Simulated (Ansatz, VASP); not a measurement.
# Two plane-wave programs on MgS

POSCAR

```
MgS
1.0
    4.0346224068      0.0000000000      0.0000000000
   -2.0173112034      3.4940854990      0.0000000000
    0.0000000000      0.0000000000      6.4322941800
S Mg
2 2
Direct
    0.6666666667      0.3333333333      0.8792441500
    0.3333333333      0.6666666667      0.3792441500
    0.3333333333      0.6666666667      0.9957548500
    0.6666666667      0.3333333333      0.4957548500
```

INCAR.step1

```
ALGO = Normal
EDIFF = 1E-5
ENCUT = 520
GGA = PE
ISIF = 2
ISMEAR = -1
LASPH = True
LCHARG = False
LREAL = False
LWAVE = True
NELM = 80
PREC = Accurate
SIGMA = 0.05
```

INCAR.step2

```
AEXX = 0.25
ALGO = Normal
EDIFF = 1E-7
ENCUT = 520
GGA = PE
HFSCREEN = 0.6
ISIF = 2
ISMEAR = -1
ISTART = 1
LASPH = True
LCHARG = False
LHFCALC = True
LREAL = False
LWAVE = False
NELM = 80
PREC = Accurate
PRECFOCK = Fast
SIGMA = 0.05
```

KPOINTS

```
k-points
0
Gamma
  4 4 2
```

input.yaml

```yaml
crystal:
  lattice:
    - [4.0346224068, 0.0, 0.0]
    - [-2.0173112034, 3.494085499, 0.0]
    - [0.0, 0.0, 6.43229418]
  atoms:
    - { symbol: S, position: [0.6666666667, 0.3333333333, 0.87924415] }
    - { symbol: S, position: [0.3333333333, 0.6666666667, 0.37924415] }
    - { symbol: Mg, position: [0.3333333333, 0.6666666667, 0.99575485] }
    - { symbol: Mg, position: [0.6666666667, 0.3333333333, 0.49575485] }
hamiltonian:
  xc: { exchange: pbe, correlation: pbe, exx: { coeff: 0.25, omega: 0.6 } }
  pseudopotentials: { kind: paw }
kpoints:
  mp_grid: { grid: [4, 4, 2] }
scf:
  occupations: { method: fermi_dirac, width: 0.05 }
output:
  forces: true
  stress: true
  eigenvalues: true
```

The cell comes from a database or a generator and needn't be the stable form of this composition.

Alike in both runs: task single point; functional HSE(alpha, omega); k mesh 4 × 4 × 2; occupations fermi-dirac, width 0.05 eV; no spin polarisation.

|  | VASP | Ansatz |
| --- | --- | --- |
| version | VASP 6.6.1 | Ansatz 0.2.0 |
| potentials or method | VASP PAW PBE potentials, release 64 (S, Mg) | Ansatz PAW |
| plane-wave cutoff (eV) | 520 | 420 |
| valence electrons in the cell | 16 | 32 |

|  | VASP | Ansatz | Ansatz less VASP |
| --- | --- | --- | --- |
| gap on the k mesh at the Fermi level (eV) | 3.85 | 3.86 | +0.015 |
| least direct gap on the mesh (eV) | 3.85 | 3.86 | +0.015 |
| pressure (GPa) | 0.3 | 0.5 | +0.15 |
| largest component of the traceless stress (GPa) | 0.22 | 0.24 | +0.014 |
| rms of the force components (eV/Å) | 0.029 | 0.028 | -0.0007 |

Atom by atom the forces differ by 0.001 eV/Å (rms over components). The two sets of potentials don't hold the same shells in valence.

Caveats: the k mesh is coarse (spacing up to 0.49 Å⁻¹), so the values aren't converged, least of all with exact exchange; the PAW data sets were made with another functional, which shifts forces and pressure a little (VASP); the PAW data sets come from PBE, with cores solved anew for the run's functional, which leaves a small shift of forces and pressure (Ansatz); the thresholds are loose for stress (Ansatz).
